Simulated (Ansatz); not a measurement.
## Conductance against length: trans-(CH=CH)1 chain with amine ends, between Au (111) faces with adatoms, and longer members

Aim: the decay constant of the conductance with molecular length.

Main program and level: Ansatz 0.2.0; DFT PBE, plane waves, PAW; relaxation of a junction, electrodes held but for their tips, in the first sound run; inputs show where later runs differ.

## (1) Starting point

The cell holds 84 atoms: 74 Au, 2 N, 2 C and 6 H. Its edges and angles: a = 8.825 Å, b = 8.825 Å, c = 27.799 Å, α = 90.0°, β = 90.0°, γ = 60.0°. Electrodes: Au (111) 3x3 face with an adatom; the apex atoms were set 6.520 Å apart; the free molecule is N/C=C/N. Regions: lower lead, 37 atoms (37 Au); bridge, 10 atoms (2 N, 2 C and 6 H); upper lead, 37 atoms (37 Au). The structure is stacked along c, and the current runs across the ab planes.

## (2) Relaxing the junction, 84 atoms, molecule oligoene 1, amine ends, units 1

The bridge and the electrodes' tips relax, while 72 atoms stay at the lead's spacing, so that the ends still repeat as a lead.

File input.yaml:

```yaml
crystal:
  lattice:
    - [8.8246926292, 0.0, 0.0]
    - [4.4123463146, 7.6424079975, 0.0]
    - [0.0, 0.0, 27.7992567948]
  atoms:
    - { symbol: Au, position: [0.722222222, 0.722222222, 0.0] }
    - { symbol: Au, position: [0.722222222, 0.055555556, 0.0] }
    - { symbol: Au, position: [0.722222222, 0.388888889, 0.0] }
    - { symbol: Au, position: [0.055555556, 0.722222222, 0.0] }
    - { symbol: Au, position: [0.055555556, 0.055555556, 0.0] }
    - { symbol: Au, position: [0.055555556, 0.388888889, 0.0] }
    - { symbol: Au, position: [0.388888889, 0.722222222, 0.0] }
    - { symbol: Au, position: [0.388888889, 0.055555556, 0.0] }
    - { symbol: Au, position: [0.388888889, 0.388888889, 0.0] }
    - { symbol: Au, position: [0.833333333, 0.833333333, 0.08639717] }
    - { symbol: Au, position: [0.833333333, 0.166666667, 0.08639717] }
    - { symbol: Au, position: [0.833333333, 0.5, 0.08639717] }
    - { symbol: Au, position: [0.166666667, 0.833333333, 0.08639717] }
    - { symbol: Au, position: [0.166666667, 0.166666667, 0.08639717] }
    - { symbol: Au, position: [0.166666667, 0.5, 0.08639717] }
    - { symbol: Au, position: [0.5, 0.833333333, 0.08639717] }
    - { symbol: Au, position: [0.5, 0.166666667, 0.08639717] }
    - { symbol: Au, position: [0.5, 0.5, 0.08639717] }
    - { symbol: Au, position: [0.944444444, 0.944444444, 0.17279434] }
    - { symbol: Au, position: [0.944444444, 0.277777778, 0.17279434] }
    - { symbol: Au, position: [0.944444444, 0.611111111, 0.17279434] }
    - { symbol: Au, position: [0.277777778, 0.944444444, 0.17279434] }
    - { symbol: Au, position: [0.277777778, 0.277777778, 0.17279434] }
    - { symbol: Au, position: [0.277777778, 0.611111111, 0.17279434] }
    - { symbol: Au, position: [0.611111111, 0.944444444, 0.17279434] }
    - { symbol: Au, position: [0.611111111, 0.277777778, 0.17279434] }
    - { symbol: Au, position: [0.611111111, 0.611111111, 0.17279434] }
    - { symbol: Au, position: [0.055555556, 0.055555556, 0.259191511] }
    - { symbol: Au, position: [0.055555556, 0.388888889, 0.259191511] }
    - { symbol: Au, position: [0.055555556, 0.722222222, 0.259191511] }
    - { symbol: Au, position: [0.388888889, 0.055555556, 0.259191511] }
    - { symbol: Au, position: [0.388888889, 0.388888889, 0.259191511] }
    - { symbol: Au, position: [0.388888889, 0.722222222, 0.259191511] }
    - { symbol: Au, position: [0.722222222, 0.055555556, 0.259191511] }
    - { symbol: Au, position: [0.722222222, 0.388888889, 0.259191511] }
    - { symbol: Au, position: [0.722222222, 0.722222222, 0.259191511] }
    - { symbol: Au, position: [0.5, 0.5, 0.339540879] }
    - { symbol: "N", position: [0.358030776, 0.510966059, 0.406337474] }
    - { symbol: C, position: [0.482939752, 0.451485146, 0.441713447] }
    - { symbol: C, position: [0.517061356, 0.548513178, 0.471889389] }
    - { symbol: "N", position: [0.641970185, 0.489032177, 0.507265394] }
    - { symbol: H, position: [0.30640751, 0.431840726, 0.400931173] }
    - { symbol: H, position: [0.263572625, 0.638351477, 0.410584838] }
    - { symbol: H, position: [0.558014808, 0.309341807, 0.443671838] }
    - { symbol: H, position: [0.441985993, 0.690656639, 0.469931114] }
    - { symbol: H, position: [0.736427731, 0.361646514, 0.503018221] }
    - { symbol: H, position: [0.69359387, 0.568157101, 0.512671729] }
    - { symbol: Au, position: [0.5, 0.5, 0.574061951] }
    - { symbol: Au, position: [0.277777778, 0.277777778, 0.654411319] }
    - { symbol: Au, position: [0.277777778, 0.611111111, 0.654411319] }
    - { symbol: Au, position: [0.277777778, 0.944444444, 0.654411319] }
    - { symbol: Au, position: [0.611111111, 0.277777778, 0.654411319] }
    - { symbol: Au, position: [0.611111111, 0.611111111, 0.654411319] }
    - { symbol: Au, position: [0.611111111, 0.944444444, 0.654411319] }
    - { symbol: Au, position: [0.944444444, 0.277777778, 0.654411319] }
    - { symbol: Au, position: [0.944444444, 0.611111111, 0.654411319] }
    - { symbol: Au, position: [0.944444444, 0.944444444, 0.654411319] }
    - { symbol: Au, position: [0.388888889, 0.388888889, 0.740808489] }
    - { symbol: Au, position: [0.388888889, 0.722222222, 0.740808489] }
    - { symbol: Au, position: [0.388888889, 0.055555556, 0.740808489] }
    - { symbol: Au, position: [0.722222222, 0.388888889, 0.740808489] }
    - { symbol: Au, position: [0.722222222, 0.722222222, 0.740808489] }
    - { symbol: Au, position: [0.722222222, 0.055555556, 0.740808489] }
    - { symbol: Au, position: [0.055555556, 0.388888889, 0.740808489] }
    - { symbol: Au, position: [0.055555556, 0.722222222, 0.740808489] }
    - { symbol: Au, position: [0.055555556, 0.055555556, 0.740808489] }
    - { symbol: Au, position: [0.5, 0.5, 0.82720566] }
    - { symbol: Au, position: [0.5, 0.833333333, 0.82720566] }
    - { symbol: Au, position: [0.5, 0.166666667, 0.82720566] }
    - { symbol: Au, position: [0.833333333, 0.5, 0.82720566] }
    - { symbol: Au, position: [0.833333333, 0.833333333, 0.82720566] }
    - { symbol: Au, position: [0.833333333, 0.166666667, 0.82720566] }
    - { symbol: Au, position: [0.166666667, 0.5, 0.82720566] }
    - { symbol: Au, position: [0.166666667, 0.833333333, 0.82720566] }
    - { symbol: Au, position: [0.166666667, 0.166666667, 0.82720566] }
    - { symbol: Au, position: [0.611111111, 0.611111111, 0.91360283] }
    - { symbol: Au, position: [0.611111111, 0.944444444, 0.91360283] }
    - { symbol: Au, position: [0.611111111, 0.277777778, 0.91360283] }
    - { symbol: Au, position: [0.944444444, 0.611111111, 0.91360283] }
    - { symbol: Au, position: [0.944444444, 0.944444444, 0.91360283] }
    - { symbol: Au, position: [0.944444444, 0.277777778, 0.91360283] }
    - { symbol: Au, position: [0.277777778, 0.611111111, 0.91360283] }
    - { symbol: Au, position: [0.277777778, 0.944444444, 0.91360283] }
    - { symbol: Au, position: [0.277777778, 0.277777778, 0.91360283] }
kpoints:
  mp_grid: { grid: [2, 2, 1] }
scf:
  occupations: { method: fermi_dirac, width: 0.1 }
hamiltonian:
  xc: pbe
relax:
  constraints:
    - { sites: [0, 1, 2, 3, 4, 5, 6, 7, 8, 9, 10, 11, 12, 13, 14, 15, 16, 17, 18, 19, 20, 21, 22, 23, 24, 25, 26, 27, 28, 29, 30, 31, 32, 33, 34, 35, 48, 49, 50, 51, 52, 53, 54, 55, 56, 57, 58, 59, 60, 61, 62, 63, 64, 65, 66, 67, 68, 69, 70, 71, 72, 73, 74, 75, 76, 77, 78, 79, 80, 81, 82, 83] }
  f_tol: 0.05
  max_steps: 35
```

The run is started by

```
$ ansatz run input.yaml --threads 16 --pin off --max-ram 61440MiB --backend cuda --events-out ev --progress --plain --runs-dir out --max-vram 78GiB
```

Numbers of over 12 decimals in the logs are rounded to 6 here.

What it wrote:

```text
Warning: the atoms were moved onto the symmetric positions of the space group found under crystal.symmetry.tolerance 1.0e-5 (fractional; no operation is sought that the atoms, as they stand in a round, miss by more than twice it, and no atom is moved by as much as it), and the run uses the moved positions. Before a round's move an operation carried an atom to 1.60e-5 Å from where it should land, the largest such dist [...]
[...]
SCF 1 converged in 7 iterations: F = -974407.236056 eV  dr2 = 6.51e-6
[...]
relax step   2: F+E_penalty+E_count = -974407.42787079 eV  Δ(F+E_penalty+E_count) = -1.918e-1 eV  max|allowed force component| = 8.206e-1 eV/Å  Δτ_max = 0.1917 Å  (6 SCF iters, dr2 threshold 1.00e-4 eV, accepted)
[...]
SCF 4 converged in 5 iterations: F = -974407.515669 eV  dr2 = 9.12e-7
[...]
relax step   5: F+E_penalty+E_count = -974407.51775435 eV  Δ(F+E_penalty+E_count) = -2.086e-3 eV  max|allowed force component| = 2.792e-1 eV/Å  Δτ_max = 0.0741 Å  (7 SCF iters, accepted)
[...]
SCF 7 converged in 7 iterations: F = -974407.524724 eV  dr2 = 1.20e-8
[...]
relax step   8: F+E_penalty+E_count = -974407.52756563 eV  Δ(F+E_penalty+E_count) = -2.841e-3 eV  max|allowed force component| = 9.589e-2 eV/Å  Δτ_max = 0.0575 Å  (5 SCF iters, dr2 threshold 2.68e-6 eV, accepted)
[...]
relax step  11: F+E_penalty+E_count = -974407.53457028 eV  Δ(F+E_penalty+E_count) = -1.994e-3 eV  max|allowed force component| = 9.393e-2 eV/Å  Δτ_max = 0.0174 Å  (4 SCF iters, dr2 threshold 3.28e-5 eV, accepted)
[...]
SCF 13 converged in 6 iterations: F = -974407.536845 eV  dr2 = 8.43e-8
[...]
relax step  14: F+E_penalty+E_count = -974407.53392073 eV  Δ(F+E_penalty+E_count) = +2.924e-3 eV  max|allowed force component| = 2.073e-1 eV/Å  Δτ_max = 0.1891 Å  (7 SCF iters, rejected (line search))
[...]
SCF converged after 7 iterations
[...]
- { symbol: Au, position: [0.611111111, 0.944444, 0.172794] }
    - { symbol: Au, position: [0.611111111, 0.277778, 0.172794] }
    - { symbol: Au, position: [0.611111111, 0.611111, 0.172794] }
    - { symbol: Au, position: [0.055556, 0.055556, 0.259192] }
    - { symbol: Au, position: [0.055556, 0.388888889, 0.259192] }
    - { symbol: Au, position: [0.055556, 0.722222, 0.259192] }
    - { symbol: Au, position: [0.388888889, 0.055556, 0.259192] }
    - { symbol: Au, position: [0.388889, 0.388888889, 0.259192] }
    - { symbol: Au, position: [0.388889, 0.722222, 0.259192] }
    - { symbol: Au, position: [0.722222, 0.055556, 0.259192] }
    - { symbol: Au, position: [0.722222, 0.388888889, 0.259192] }
    - { symbol: Au, position: [0.722222, 0.722222, 0.259192] }
    - { symbol: Au, position: [0.514045, 0.492529, 0.335560] }
    - { symbol: N, position: [0.352061, 0.565196, 0.403143] }
    - { symbol: C, position: [0.460564, 0.469106, 0.442521] }
    - { symbol: C, position: [0.539436, 0.530894, 0.471082] }
    - { symbol: N, position: [0.647939, 0.434804, 0.510459] }
    - { symbol: H, position: [0.255730, 0.536205, 0.396085] }
    - { symbol: H, position: [0.296199, 0.697726, 0.406822] }
    - { symbol: H, position: [0.483920, 0.335915, 0.445777] }
    - { symbol: H, position: [0.516080, 0.664085, 0.467826] }
    - { symbol: H, position: [0.703801, 0.302274, 0.506781] }
    - { symbol: H, position: [0.744270, 0.463795, 0.517518] }
    - { symbol: Au, position: [0.485955, 0.507471, 0.578043] }
    - { symbol: Au, position: [0.277778, 0.277778, 0.654411] }
    - { symbol: Au, position: [0.277777778, 0.611111, 0.654411] }
    - { symbol: Au, position: [0.277778, 0.944444, 0.654411] }
    - { symbol: Au, position: [0.611111111, 0.277778, 0.654411] }
    - { symbol: Au, position: [0.611111111, 0.611111, 0.654411] }
    - { symbol: Au, position: [0.611111111, 0.944444, 0.654411] }
    - { symbol: Au, position: [0.944444, 0.277778, 0.654411] }
    - { symbol: Au, position: [0.944444, 0.611111, 0.654411] }
    - { symbol: Au, position: [0.944444, 0.944444, 0.654411] }
    - { symbol: Au, position: [0.388889, 0.388888889, 0.740808] }
    - { symbol: Au, position: [0.388889, 0.722222, 0.740808] }
    - { symbol: Au, position: [0.388888889, 0.055556, 0.740808] }
    - { symbol: Au, position: [0.722222, 0.388888889, 0.740808] }
    - { symbol: Au, position: [0.722222, 0.722222, 0.740808] }
    - { symbol: Au, position: [0.722222, 0.055556, 0.740808] }
    - { symbol: Au, position: [0.055556, 0.388888889, 0.740808] }
    - { symbol: Au, position: [0.055556, 0.722222, 0.740808] }
    - { symbol: Au, position: [0.055556, 0.055556, 0.740808] }
    - { symbol: Au, position: [0.5, 0.5, 0.827206] }
    - { symbol: Au, position: [0.500000, 0.833333, 0.827206] }
    - { symbol: Au, position: [0.5, 0.166667, 0.827206] }
    - { symbol: Au, position: [0.833333, 0.5, 0.827206] }
    - { symbol: Au, position: [0.833333, 0.833333, 0.827206] }
    - { symbol: Au, position: [0.833333, 0.166667, 0.827206] }
    - { symbol: Au, position: [0.166666667, 0.5, 0.827206] }
    - { symbol: Au, position: [0.166666667, 0.833333, 0.827206] }
    - { symbol: Au, position: [0.166666667, 0.166667, 0.827206] }
    - { symbol: Au, position: [0.611111111, 0.611111, 0.913603] }
    - { symbol: Au, position: [0.611111111, 0.944444, 0.913603] }
    - { symbol: Au, position: [0.611111111, 0.277778, 0.913603] }
    - { symbol: Au, position: [0.944444, 0.611111, 0.913603] }
    - { symbol: Au, position: [0.944444, 0.944444, 0.913603] }
    - { symbol: Au, position: [0.944444, 0.277778, 0.913603] }
    - { symbol: Au, position: [0.277777778, 0.611111, 0.913603] }
    - { symbol: Au, position: [0.277778, 0.944444, 0.913603] }
    - { symbol: Au, position: [0.277778, 0.277778, 0.913603] }
```

Elapsed: 28 s, on 1 × NVIDIA GB200 with 16 threads of Arm Neoverse V2, shared host; peak memory 1.9 GiB.

The steps of the relaxation:

```csv
step,energy less that of the first step (eV),largest force component (eV/Å)
1,0.0000,1.5518
2,-0.1918,0.8206
3,-0.2683,0.3475
4,-0.2796,0.1119
5,-0.2817,0.2792
6,-0.2865,0.0916
7,-0.2887,0.1579
8,-0.2915,0.0959
9,-0.2955,0.1020
10,-0.2965,0.1811
11,-0.2985,0.0939
12,-0.2998,0.0161
13,-0.3008,0.0167
14,-0.2979,0.2073
15,-0.3016,0.0423
```

Relaxation step 14 was tried and not accepted.

The atoms that moved most (Å):

```csv
atom,dx,dy,dz,length
H42,0.013,0.798,-0.135,0.809
H47,-0.013,-0.798,0.135,0.809
H43,0.550,0.454,-0.105,0.721
H46,-0.550,-0.454,0.105,0.721
H44,-0.537,0.203,0.059,0.577
H45,0.537,-0.203,-0.059,0.577
N38,0.187,0.414,-0.089,0.463
N41,-0.187,-0.414,0.089,0.463
```

Numbers from this step:

| Quantity | Value |
| --- | --- |
| energy at zero smearing | -974406.9389 eV |

The largest force component on a free atom ends at 0.042 eV/Å, under the limit of 0.05. The apex atoms end 6.74 Å apart, and their nearest bridge atoms lie at 2.25 Å (Au–N) and 2.25 Å (Au–N).

(Part 1 of 5 ends here.)

[Logs are printed without paths, hosts, clocks, repeated set-up lines and the standing remarks that a program may print on its own settings, such as how far it seeks lower states.]

[Hosts, paths, dates, database ids (printed as entryN), source tags and the programs' standing remarks are cut or masked in the printed files.]
